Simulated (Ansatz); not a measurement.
# Pb (Fm-3m) in Ansatz: equation of state

Aim: energy against volume of Pb in PBE, for its equilibrium volume and stiffness.

All numbers are computed with Ansatz 0.2.0; they aren't measurements. Logs are shortened: lines on timing, memory, paths and dates and some standing lists are left out, and cuts for length are marked.

### 1 The structure

The structure is cubic, space group Fm-3m (No. 225). Conventional cell: a = 4.950 Å, b = 4.950 Å, c = 4.950 Å, α = 90.00°, β = 90.00°, γ = 90.00°. Around Pb (site symmetry m-3m) lie 12 Pb at 3.50 Å.

### 2 Single point, PBE, 28.50 Å³/atom (volume scaled by 0.94)

Input file input.yaml:

```yaml
crystal:
  lattice:
    - [0.0, 2.4244952108, 2.4244952108]
    - [2.4244952108, 0.0, 2.4244952108]
    - [2.4244952108, 2.4244952108, 0.0]
  atoms:
    - { symbol: Pb, position: [0.0, 0.0, 0.0] }
hamiltonian:
  xc: pbe
  pseudopotentials: { kind: paw }
kpoints:
  mp_grid: { grid: [9, 9, 9] }
scf:
  occupations: { method: fermi_dirac, width: 0.05 }
output:
  forces: true
  stress: true
  eigenvalues: true
```

Potentials or basis: Ansatz PAW.

Started as:

```
$ ansatz run input.yaml --threads 1 --pin off --max-ram 2560MiB --backend cpu --events-out ev --progress --plain --runs-dir out
```

The program printed:

```text
Warning: RAYON_NUM_THREADS=1 ignored (pool sized by the plan → 1); use --threads N
Engine: ansatz 0.2.0, aarch64-unknown-linux-gnu
Pseudopotentials: kind: paw
Pseudopotential: Pb, paw, valence charge 14, recommended cutoff 420 eV (normal), Pb.paw.azcp
Functional definition: PBE
  parameter kappa = 0.804
  parameter beta = 0.06672455060314922
  exchange = pbe_x(kappa = kappa, mu = beta*pi^2/3)
  correlation = pbe_c(beta = beta)
Crystal: 1 atoms, lattice volume = 28.503 Å³
Basis set: ecut = 420 eV, 537 PW (Γ), exchange–correlation on 48×48×48 points (8 copies of the dense FFT grid, shifted against one another)
Bands: 11, of which v1, the nominal top of the filled ones, is band 7 counted from 1 (6 counted from 0)
Symmetry: 48 space group operations
Space group: Fm-3m (ITA 225), of the structure as read, at distance tolerance 3.1e-5 Å
k-points: 35 of 729
Non-local potential: Pb, projectors of the file, l = 0: 2, l = 1: 2, l = 2: 2, l = 3: 2
PAW form: soft (Blöchl's): semilocal exchange-correlation on the pseudo side does not see the compensation charge
PAW one-centre angular grid: Pb, 590 points (default); XC on 64 Gauss nodes
Initial density: superposition of atomic densities (neutral atoms: chi_scale 0, normalization atom), corrected by the library's trained network
Initial wavefunctions: pseudopotential atomic-orbital guess
Functional: x = pbe(κ = 0.804, μ = 0.2195149727645171), c = pbe(β = 0.06672455060314922)
SCF iter   1: F=—  HF=-11906.375868 eV  |F-HF|=—  |Δ(HF+E_count)|=         —  Δρ=5.72e-4  dr2=5.29e-5  ethr=1.77e-3  ⟨swp⟩=5.9  Hψ=2586  notcnv=0
preconditioner: auto → none  [insulator: Δε(μ)=0.311 eV  Ē_g=20.258 eV  σ=0.050 eV  W_gap=0.52  n_scr=8 (ndim 8)  ℏωp=26.0 eV  f_vac=0.000  D(μ)=0.41/eV (n_scr^D=0)  ε∞_Penn≈2.7]
SCF iter   2: F=—  HF=-11906.375487 eV  |F-HF|=—  |Δ(HF+E_count)|=   3.82e-4  Δρ=5.15e-4  dr2=3.70e-5  ethr=3.78e-7  ⟨swp⟩=2.5  Hψ=1017  notcnv=0
SCF iter   3: F=—  HF=-11906.375486 eV  |F-HF|=—  |Δ(HF+E_count)|=   6.42e-7  Δρ=1.25e-4  dr2=1.82e-6  ethr=2.64e-7  ⟨swp⟩=2.4  Hψ=642  notcnv=0
SCF iter   4: F=—  HF=-11906.375488 eV  |F-HF|=—  |Δ(HF+E_count)|=   1.83e-6  Δρ=3.35e-5  dr2=3.31e-7  ethr=1.30e-8  ⟨swp⟩=2.0  Hψ=446  notcnv=0
iter 5 did not close the SCF: its close was put off for the readings that it lacked (scf_convergence_deferred on its scf_iter line)
SCF iter   5: F=-11906.375488 eV  HF=-11906.375488 eV  |F-HF|=5.50e-9  |Δ(HF+E_count)|=   1.52e-7  Δρ=4.38e-6  dr2=4.34e-9  ethr=2.36e-9  ⟨swp⟩=2.0  Hψ=615  notcnv=0
SCF iter   6: F=-11906.375488 eV  HF=-11906.375488 eV  |F-HF|=2.26e-10  |Δ(HF+E_count)|=   2.74e-9  Δρ=8.55e-7  dr2=1.84e-10  ethr=3.10e-11  ⟨swp⟩=3.4  Hψ=1641  notcnv=0
SCF 1 converged in 6 iterations: F = -11906.375488 eV  dr2 = 1.84e-10
SCF converged after 6 iterations
Free energy (F): -11906.375488 eV
Harris-Foulkes:  -11906.375488 eV  (|F-HF|=2.26e-10)
Internal energy: -11906.372135 eV  (E = F + TS)
E sigma→0 (E₀):  -11906.373811 eV
Entropy (-TS):   -0.003353 eV (-3.353 meV/atom)
Fermi energy:    11.736965 eV
--- Per-component energies (eV) ---
  E_band       = -24.305988
  E_kinetic    = 290.103511
  E_local      = -973.709343  (includes V_loc(G=0)·N_el)
  E_nonlocal   = 349.598274
  E_hartree    = 388.919719
  E_xc         = -221.352146
  E_vxc        = -133.275730  (∫ρ·V_xc dr)
  E_paw        = -10405.634228  (= ΣΔE_a)
  E_vpaw       = -334.861654  (= ΣTr[D̂ρ^β])
  E_aug_tail   = 0.000046  (compensation charges beyond the density's cutoff)
  E_ewald      = -1334.297968
  E_smearing   = -0.003353  (= −TS)
  E_closure    = 0.000000  (closes the sum)
  Σ components = -11906.375488   (vs F -11906.375488, Δ=0.00e0)
--- Forces (eV/Å), atoms counted from 1 ---
  atom   1  Pb    -0.00000000    -0.00000000    -0.00000000
  max |Σ_I F_I| component: 3.12e-31 eV/Å
--- Stress (GPa, compression-positive) ---
        5.988903      -0.000000       0.000000
       -0.000000       5.988903      -0.000000
        0.000000      -0.000000       5.988903
  P = ⅓ Tr σ = 5.9889 GPa (59.889 kbar)
--- Band table (eV; the first three rows and the last of 35) ---
  k-point 0: bands = ["-5.2197", "-5.2197", "-5.2197", "-5.0503", "-5.0503", "-0.2713", "19.8317", "19.8317", "19.8317", "21.6944", "24.0530"]
  k-point 1: bands = ["-5.2213", "-5.2001", "-5.2001", "-5.0506", "-5.0506", "-0.0173", "17.3204", "19.5305", "19.5305", "21.4083", "24.8416"]
  k-point 2: bands = ["-5.2304", "-5.1767", "-5.1767", "-5.0242", "-5.0242", "0.7470", "13.6520", "18.8878", "18.8878", "21.1654", "24.0596"]
  k-point 34: bands = ["-5.2159", "-5.1984", "-5.1011", "-4.9891", "-4.8628", "5.1852", "9.9691", "10.9516", "12.6795", "22.6390", "23.6061"]
```

Wall time 0.9 s (1 thread of Arm Neoverse V1, shared host); peak memory 0.26 GiB.

What came out:

```yaml
Free_energy: -11906.3755 eV
Pressure: 6.0 GPa
Band_gap_on_the_k_mesh: none (metal or under the smearing width)
```

### 3 Single point, PBE, 29.11 Å³/atom (volume scaled by 0.96)

input.yaml: that of step 2 with these lines changed.

```diff
@@ -2,5 +2,5 @@
   lattice:
-    - [0.0, 2.4244952108, 2.4244952108]
-    - [2.4244952108, 0.0, 2.4244952108]
-    - [2.4244952108, 2.4244952108, 0.0]
+    - [0.0, 2.4415696833, 2.4415696833]
+    - [2.4415696833, 0.0, 2.4415696833]
+    - [2.4415696833, 2.4415696833, 0.0]
   atoms:
```

Potentials or basis: Ansatz PAW.

Started as:

```
$ ansatz run input.yaml --threads 1 --pin off --max-ram 2560MiB --backend cpu --events-out ev --progress --plain --runs-dir out
```

It took 0.92 s on 1 thread of Arm Neoverse V1, shared host; peak memory 0.26 GiB.

The run converged. Its results:

* Free energy: -11906.3955 eV
* Pressure: 4.6 GPa
* Band gap on the k mesh: none (metal or under the smearing width)

### 4 Single point, PBE, 29.72 Å³/atom (volume scaled by 0.98)

input.yaml: that of step 3 with these lines changed.

```diff
@@ -2,5 +2,5 @@
   lattice:
-    - [0.0, 2.4415696833, 2.4415696833]
-    - [2.4415696833, 0.0, 2.4415696833]
-    - [2.4415696833, 2.4415696833, 0.0]
+    - [0.0, 2.458408627, 2.458408627]
+    - [2.458408627, 0.0, 2.458408627]
+    - [2.458408627, 2.458408627, 0.0]
   atoms:
```

Started as:

```
$ ansatz run input.yaml --threads 1 --pin off --max-ram 2560MiB --backend cpu --events-out ev --progress --plain --runs-dir out
```

It took 0.91 s on 1 thread of Arm Neoverse V1, shared host; peak memory 0.26 GiB.

It converged, with:

- Free energy: -11906.4105 eV
- Pressure: 3.4 GPa
- Band gap on the k mesh: none (metal or under the smearing width)

### 5 Single point, PBE, 30.32 Å³/atom

Input file input.yaml:

```yaml
crystal:
  lattice:
    - [0.0, 2.47502, 2.47502]
    - [2.47502, 0.0, 2.47502]
    - [2.47502, 2.47502, 0.0]
  atoms:
    - { symbol: Pb, position: [0.0, 0.0, 0.0] }
hamiltonian:
  xc: pbe
  pseudopotentials: { kind: paw }
kpoints:
  mp_grid: { grid: [9, 9, 9] }
scf:
  occupations: { method: fermi_dirac, width: 0.05 }
output:
  forces: true
  stress: true
  eigenvalues: true
  write_density: true
  write_potential: true
  elf: true
  volumetric_format: npy
```

Started as:

```
$ ansatz run input.yaml --threads 1 --pin off --max-ram 2560MiB --backend cpu --events-out ev --progress --plain --runs-dir out
```

Wall time 1.2 s (1 thread of Arm Neoverse V1, shared host); peak memory 0.27 GiB.

Results (log left out):

```
Free energy            : -11906.4211 eV
Pressure               : 2.3 GPa
Band gap on the k mesh : none (metal or under the smearing width)
```

### 6 Single point, PBE, 30.93 Å³/atom (volume scaled by 1.02)

input.yaml: that of step 5 with these lines changed.

```diff
@@ -2,5 +2,5 @@
   lattice:
-    - [0.0, 2.47502, 2.47502]
-    - [2.47502, 0.0, 2.47502]
-    - [2.47502, 2.47502, 0.0]
+    - [0.0, 2.4914113386, 2.4914113386]
+    - [2.4914113386, 0.0, 2.4914113386]
+    - [2.4914113386, 2.4914113386, 0.0]
   atoms:
```

Potentials or basis: Ansatz PAW.

Started as:

```
$ ansatz run input.yaml --threads 1 --pin off --max-ram 2560MiB --backend cpu --events-out ev --progress --plain --runs-dir out
```

The program printed:

```text
Warning: RAYON_NUM_THREADS=1 ignored (pool sized by the plan → 1); use --threads N
[... 8 set-up lines as earlier in the session ...]
Crystal: 1 atoms, lattice volume = 30.929 Å³
Basis set: ecut = 420 eV, 609 PW (Γ), exchange–correlation on 48×48×48 points (8 copies of the dense FFT grid, shifted against one another)
Bands: 11, of which v1, the nominal top of the filled ones, is band 7 counted from 1 (6 counted from 0)
[... 2 set-up lines as earlier in the session ...]
k-points: 35 of 729
[... 3 set-up lines as earlier in the session ...]
[... 20 lines left out ...]
--- Per-component energies (eV) ---
  E_band       = -40.645733
  E_kinetic    = 288.773012
  E_local      = -1028.190211  (includes V_loc(G=0)·N_el)
  E_nonlocal   = 349.547791
  E_hartree    = 408.173909
  E_xc         = -220.754857
  E_vxc        = -132.460673  (∫ρ·V_xc dr)
  E_paw        = -10405.513847  (= ΣΔE_a)
  E_vpaw       = -334.661346  (= ΣTr[D̂ρ^β])
  E_aug_tail   = 0.000043  (compensation charges beyond the density's cutoff)
  E_ewald      = -1298.460428
  E_smearing   = -0.003241  (= −TS)
  E_closure    = -0.000000  (closes the sum)
  Σ components = -11906.427829   (vs F -11906.427829, Δ=0.00e0)
--- Forces (eV/Å), atoms counted from 1 ---
  atom   1  Pb    -0.00000000     0.00000000     0.00000000
  max |Σ_I F_I| component: 4.93e-32 eV/Å
--- Stress (GPa, compression-positive) ---
        1.292226       0.000000      -0.000000
        0.000000       1.292226      -0.000000
        0.000000       0.000000       1.292226
  P = ⅓ Tr σ = 1.2922 GPa (12.922 kbar)
--- Band table (eV; the first three rows and the last of 35) ---
  k-point 0: bands = ["-6.3950", "-6.3950", "-6.3950", "-6.2632", "-6.2632", "-0.9414", "17.9375", "17.9375", "17.9375", "20.4123", "21.7679"]
  k-point 1: bands = ["-6.3954", "-6.3795", "-6.3795", "-6.2632", "-6.2632", "-0.7083", "15.6129", "17.6612", "17.6612", "19.9901", "22.7809"]
  k-point 2: bands = ["-6.3995", "-6.3611", "-6.3611", "-6.2417", "-6.2417", "-0.0123", "12.2101", "17.0751", "17.0751", "19.6179", "22.4283"]
  k-point 34: bands = ["-6.3862", "-6.3735", "-6.2972", "-6.2126", "-6.1141", "3.8528", "8.8980", "9.8323", "11.4605", "20.8264", "21.9314"]
```

v_z.tsv:

```text
# z_ang	v_es[eV]	v_tot[eV]
# format = ansatz-planar-average/11
# xc	pbe
# density_cutoff_ev	1680
# datasets	Pb=:simpson_from_first_knot:soft
# lattice	0.000000000	2.491411339	2.491411339
# lattice	2.491411339	0.000000000	2.491411339
# lattice	2.491411339	2.491411339	0.000000000
# sites	1
# site	82	0.000000000	0.000000000	0.000000000
0.000000	-9.709060e-1	-1.385982e1
0.146808	-8.728014e-1	-1.366150e1
0.293616	-5.392889e-1	-1.302601e1
0.440423	1.289780e-1	-1.186267e1
0.587231	1.251062e0	-1.008623e1
0.734039	2.902446e0	-7.687053e0
[... 16 lines left out ...]
3.229772	-5.392889e-1	-1.302601e1
3.376580	-8.728014e-1	-1.366150e1
```

Wall time 1.2 s (1 thread of Arm Neoverse V1, shared host); peak memory 0.27 GiB.

What came out:

```yaml
Free_energy: -11906.4278 eV
Pressure: 1.3 GPa
Band_gap_on_the_k_mesh: none (metal or under the smearing width)
```

### 7 Single point, PBE, 31.54 Å³/atom (volume scaled by 1.04)

Input file input.yaml:

```yaml
crystal:
  lattice:
    - [0.0, 2.5075897876, 2.5075897876]
    - [2.5075897876, 0.0, 2.5075897876]
    - [2.5075897876, 2.5075897876, 0.0]
  atoms:
    - { symbol: Pb, position: [0.0, 0.0, 0.0] }
hamiltonian:
  xc: pbe
  pseudopotentials: { kind: paw }
kpoints:
  mp_grid: { grid: [9, 9, 9] }
scf:
  occupations: { method: fermi_dirac, width: 0.05 }
output:
  forces: true
  stress: true
  eigenvalues: true
```

Started as:

```
$ ansatz run input.yaml --threads 1 --pin off --max-ram 2560MiB --backend cpu --events-out ev --progress --plain --runs-dir out
```

Wall time 0.91 s (1 thread of Arm Neoverse V1, shared host); peak memory 0.26 GiB.

The run converged. Its results:

- Free energy: -11906.4311 eV
- Pressure: 0.4 GPa
- Band gap on the k mesh: none (metal or under the smearing width)

### 8 Single point, PBE, 32.14 Å³/atom (volume scaled by 1.06)

input.yaml: that of step 7 with these lines changed.

```diff
@@ -2,5 +2,5 @@
   lattice:
-    - [0.0, 2.5075897876, 2.5075897876]
-    - [2.5075897876, 0.0, 2.5075897876]
-    - [2.5075897876, 2.5075897876, 0.0]
+    - [0.0, 2.5235621278, 2.5235621278]
+    - [2.5235621278, 0.0, 2.5235621278]
+    - [2.5235621278, 2.5235621278, 0.0]
   atoms:
```

Started as:

```
$ ansatz run input.yaml --threads 1 --pin off --max-ram 2560MiB --backend cpu --events-out ev --progress --plain --runs-dir out
```

Wall time 0.89 s (1 thread of Arm Neoverse V1, shared host); peak memory 0.26 GiB.

Results (log left out):

| Item | Value |
| --- | --- |
| Free energy | -11906.4312 eV |
| Pressure | -0.3 GPa |
| Band gap on the k mesh | none (metal or under the smearing width) |

### 9 Equation of state, PBE

Potentials or basis: Ansatz PAW.

This step only gathers the single runs of the series.

Results:

- Equilibrium volume: 31.87 Å³/atom
- Bulk modulus: 40 GPa
- Pressure derivative of the bulk modulus: 5.4

Energy against volume, from the lowest point:
```
volume (Å³/atom)  energy (meV/atom)
          28.503              55.76
          29.110              35.76
          29.716              20.72
          30.323              10.10
          30.929               3.42
          31.535               0.17
          32.142               0.00
```

### 10 Against experiment

Step 9. The cell as given is a measured one (30.32 Å³/atom); PBE puts the equilibrium volume +5.1 % from it, thermal expansion not counted.
